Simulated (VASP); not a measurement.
Input of a VASP 6.6.1 run:

Contents of INCAR:

```
ALGO = Normal
DIPOL = 0.5 0.5 0.500
EDIFF = 1E-6
EDIFFG = -0.02
ENCUT = 520
GGA = PE
IBRION = 2
IDIPOL = 3
ISIF = 2
ISMEAR = 1
KPAR = 4
LASPH = True
LCHARG = False
LDIPOL = True
LREAL = False
LWAVE = False
NELM = 120
NSW = 90
PREC = Accurate
SIGMA = 0.1
```

KPOINTS

```
k-points
0
Gamma
  9 4 1
```

The input POSCAR:

```
Rh
1.0
    3.8668983000      0.0000000000      0.0000000000
   -1.9334491000     10.0464965000      0.0000000000
    0.0000000000      0.0000000000     38.0720398500
Rh
20
Direct
    0.6666670000      0.3333330000      0.4278185500
    0.0666670000      0.1333330000      0.4278185500
    0.4666670000      0.9333330000      0.4278185500
    0.8666670000      0.7333330000      0.4278185500
    0.2666670000      0.5333330000      0.4278185500
    0.5666670000      0.1333330000      0.4759386300
    0.9666670000      0.9333330000      0.4759386300
    0.3666670000      0.7333330000      0.4759386300
    0.7666670000      0.5333330000      0.4759386300
    0.1666670000      0.3333330000      0.4759386300
    0.4666670000      0.9333330000      0.5240587100
    0.8666670000      0.7333330000      0.5240587100
    0.2666670000      0.5333330000      0.5240587100
    0.6666670000      0.3333330000      0.5240587100
    0.0666670000      0.1333330000      0.5240587100
    0.3666670000      0.7333330000      0.5721814500
    0.7666670000      0.5333330000      0.5721814500
    0.1666670000      0.3333330000      0.5721814500
    0.5666670000      0.1333330000      0.5721814500
    0.9666670000      0.9333330000      0.5721814500
```

Potentials or basis: VASP PAW PBE potentials, release 64 (Rh_pv).

Run with:

```bash
$ cat potpaw_PBE.64/Rh_pv/POTCAR > POTCAR
$ mpirun -np 4 vasp_std > vasp.out
```

Question: What does it give for the band gap on the k mesh?

Answer: None (metal or under the smearing width).

Question: What does it give for the energy gained by relaxing?

Answer: 7.0 meV/atom.

Forces in eV/Å, atoms in the order of the input:
```
Rh   0.000  0.000  0.004
Rh   0.000  0.000  0.004
Rh   0.000  0.000  0.004
Rh   0.000  0.000  0.004
Rh   0.000  0.000  0.004
Rh   0.000  0.000  0.018
Rh   0.000  0.000  0.018
Rh   0.000  0.000  0.018
Rh   0.000  0.000  0.018
Rh   0.000  0.000  0.018
Rh   0.000  0.000 -0.018
Rh   0.000  0.000 -0.018
Rh   0.000  0.000 -0.018
Rh   0.000  0.000 -0.018
Rh   0.000  0.000 -0.018
Rh   0.000  0.000 -0.004
Rh   0.000  0.000 -0.004
Rh   0.000  0.000 -0.004
Rh   0.000  0.000 -0.004
Rh   0.000  0.000 -0.004
```
